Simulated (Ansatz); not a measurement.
# Si2W: response to strain

Aim: deform Si2W (zz strain of -3 %) and compute stress, forces and field gradients with LAPW, PAW and all-electron datasets made for the crystal.

Method: DFT PBE, scalar-relativistic, in Ansatz 0.2.0.

### 1 Starting point

The structure is tetragonal, space group I4/mmm (No. 139). The conventional cell has a = 3.212 Å, b = 3.212 Å, c = 7.880 Å, α = 90.00°, β = 90.00°, γ = 90.00°. Si (site symmetry 4mm) has 5 Si at 2.62 to 2.63 Å and 5 W at 2.62 Å as nearest neighbours. Around W (site symmetry 4/mmm) lie 10 Si at 2.62 Å.

As a file:

```cif
data_structure
_symmetry_space_group_name_H-M 'I4/mmm'
_symmetry_Int_Tables_number 139
_cell_length_a 3.2120
_cell_length_b 3.2120
_cell_length_c 7.8800
_cell_angle_alpha 90.000
_cell_angle_beta 90.000
_cell_angle_gamma 90.000
_cell_volume 81.30
loop_
_atom_site_label
_atom_site_type_symbol
_atom_site_symmetry_multiplicity
_atom_site_Wyckoff_symbol
_atom_site_fract_x
_atom_site_fract_y
_atom_site_fract_z
_atom_site_occupancy
Si1 Si 4 e 0.00000 0.00000 0.33300 1
W1 W 2 a 0.00000 0.00000 0.00000 1
```

The file gives the conventional cell by its symmetry; the runs use the cell typed in the input.

Atoms are numbered in the order of the input: Si1, Si2, W3.

### 2 The deformed structure

Space group I4/mmm before, I4/mmm after.

### 3 All-electron LAPW

input.yaml reads:

```yaml
crystal:
  lattice:
    - [-1.606, 1.606, 3.8218]
    - [1.606, -1.606, 3.8218]
    - [1.606, 1.606, -3.8218]
  atoms:
    - { symbol: Si, position: [0.333, 0.333, 0.0] }
    - { symbol: Si, position: [0.667, 0.667, 0.0] }
    - { symbol: W, position: [0.0, 0.0, 0.0] }
kpoints:
  mp_grid: { grid: [11, 11, 14] }
  band_path:
    path:
      - [0.0, 0.0, 0.0]
      - [0.0, 0.0, 0.5]
      - [0.25, 0.25, 0.25]
      - [0.0, 0.5, 0.0]
      - [0.0, 0.0, 0.0]
      - [0.5, 0.5, -0.5]
      - [0.2941463882, 0.7058536118, -0.2941463882]
      - [-0.2941463882, 0.2941463882, 0.2941463882]
      - [0.0, 0.0, 0.0]
    npoints: 5
scf:
  occupations: { method: fermi_dirac, width: 0.05 }
hamiltonian:
  xc: pbe
  pseudopotentials: { kind: all_electron, lapw: { basis_error: 0.001 } }
output:
  forces: true
  stress: true
  eigenvalues: true
```

On the command line:

```bash
> ansatz run input.yaml --threads 1 --pin off --max-ram 6144MiB --backend cpu --events-out ev --progress --plain --runs-dir out
```

### 4 PAW on the default files

input.yaml reads:

```yaml
crystal:
  lattice:
    - [-1.606, 1.606, 3.8218]
    - [1.606, -1.606, 3.8218]
    - [1.606, 1.606, -3.8218]
  atoms:
    - { symbol: Si, position: [0.333, 0.333, 0.0] }
    - { symbol: Si, position: [0.667, 0.667, 0.0] }
    - { symbol: W, position: [0.0, 0.0, 0.0] }
kpoints:
  mp_grid: { grid: [11, 11, 14] }
scf:
  occupations: { method: fermi_dirac, width: 0.05 }
hamiltonian:
  xc: pbe
  pseudopotentials: { kind: paw }
output:
  forces: true
  stress: true
  eigenvalues: true
  efg: { contact_densities: true }
```

### 5 Datasets made for this crystal

input.yaml, as its differences from that of step 4:

```diff
@@ -15,3 +15,3 @@
   xc: pbe
-  pseudopotentials: { kind: paw }
+  pseudopotentials: { kind: all_electron, datasets: crystal }
 output:
```

(Steps that only read results are left out.)

What does the calculation give? Wanted: pressure; largest shear or deviatoric stress.

The runs gave:

```
                                 quantity                                            value
                                 pressure  LAPW 9.97, PAW 10.02, crystal datasets 9.97 GPa
largest shear or deviatoric stress (LAPW)                                         8.41 GPa
```

What this shows: The largest part of the stress beyond the pressure is 8.41 GPa in size, in the zz component; the atoms are carried along and not relaxed. No run of the undeformed cell stands beside it, so the pressure holds what the given cell had before the change. PAW: stress within 0.09 GPa of LAPW, forces within 3 meV/Å. Crystal datasets: stress within 0.01 GPa of LAPW, forces within 1 meV/Å. Spin-orbit coupling is left out, though the cell holds W; in elements this heavy it can shift bands and gaps by tenths of an eV. The k mesh doesn't keep the crystal's whole symmetry, which leaves small spurious terms.
